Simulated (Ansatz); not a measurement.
SrVO3:

```
Sr V O
1.0
     3.84090    0.00000    0.00000
     0.00000    3.84090    0.00000
     0.00000    0.00000    3.84090
Sr V O
1 1 3
Direct
  0.50000 0.50000 0.50000
  0.00000 0.00000 0.00000
  0.00000 0.00000 0.50000
  0.00000 0.50000 0.00000
  0.50000 0.00000 0.00000
```

Base run:

- Program: Ansatz 0.2.0
- Functional: PBE
- Potentials or basis: JTH PAW
- Cutoff: 1410 eV (not typed: the program's choice for these potentials)
- k mesh: 7 × 7 × 7
- Occupations: fermi-dirac, width 0.05 eV
- Spin: collinear spin, ferromagnetic start
- Starting moments: [0.0, 2.0, 0.0, 0.0, 0.0] μB

Its results: band gap on the k mesh none (metal or under the smearing width); pressure 3.0 GPa; net moment 0.00 μB per cell.

**Question.** The run is repeated on the same cell with these changes: potentials or basis from JTH PAW to Ansatz PAW; cutoff from 1410 eV (not typed: the program's choice for these potentials) to 420 eV (not typed: the program's choice for these potentials); k mesh from 7 × 7 × 7 to 4 × 4 × 4. What comes out?

**Answer.** Band gap on the k mesh none (metal or under the smearing width); pressure 3.2 GPa; net moment 0.62 μB per cell; site moments Sr -0.00; V +0.46; O +0.01 μB.

Caveats: some runs use coarse meshes; semilocal functionals often make such compounds metallic where correlation or magnetic order opens a gap, which also shifts bond lengths; the starting moments weren't kept (some runs).
